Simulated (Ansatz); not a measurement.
Theory: DFT PBE, scalar-relativistic, plane waves, PAW (Ansatz). Settings: cutoff 420 eV, Γ-centred meshes spaced at most about 0.3 Å⁻¹, and about 0.25 Å⁻¹ or finer for metals (2π included), Gaussian smearing. Collinear spin in cells that started with moments and kept them past the coarse steps, no spin elsewhere.

These are static total energies at zero pressure. All come from trial cells, and lower structures may exist.

Question: These unrelaxed guesses for WS2 are each relaxed within their symmetry. Order them by the energy at which they end, lowest first.
A.

```
CELL_PARAMETERS angstrom
0.00000 2.97884 2.97884
2.97884 0.00000 2.97884
2.97884 2.97884 0.00000
ATOMIC_POSITIONS crystal
W 0.00000 0.00000 0.00000
S 0.25000 0.25000 0.25000
S 0.75000 0.75000 0.75000
```

B.

```
CELL_PARAMETERS angstrom
3.80161 0.00000 0.00000
0.00000 3.80161 0.00000
0.00000 0.00000 5.37629
ATOMIC_POSITIONS crystal
W 0.00000 0.00000 0.00000
S 0.50000 0.00000 0.25000
S 0.00000 0.50000 0.75000
```

Answer: B (ends in P-4m2, 0 meV/atom), A (ends in Fm-3m, fluorite type, 97 meV/atom).

Weakly bound directions are ill-defined at this level, which has no dispersion term (P-4m2), and this can change margins and order among such cells. These runs have no spin–orbit coupling, which can matter for W. A magnetic state wasn't ruled out in cells without spin, among them P-4m2. The magnetic state reached may not be the lowest. Cells relaxed within their symmetry can be saddle points. The part of the Crystallography Open Database at hand lists WS2 in space groups No. 160, 194; no cell shown has one of them. Some structure types and database cells were kept out of the candidates from the start, so a known form may be missing.
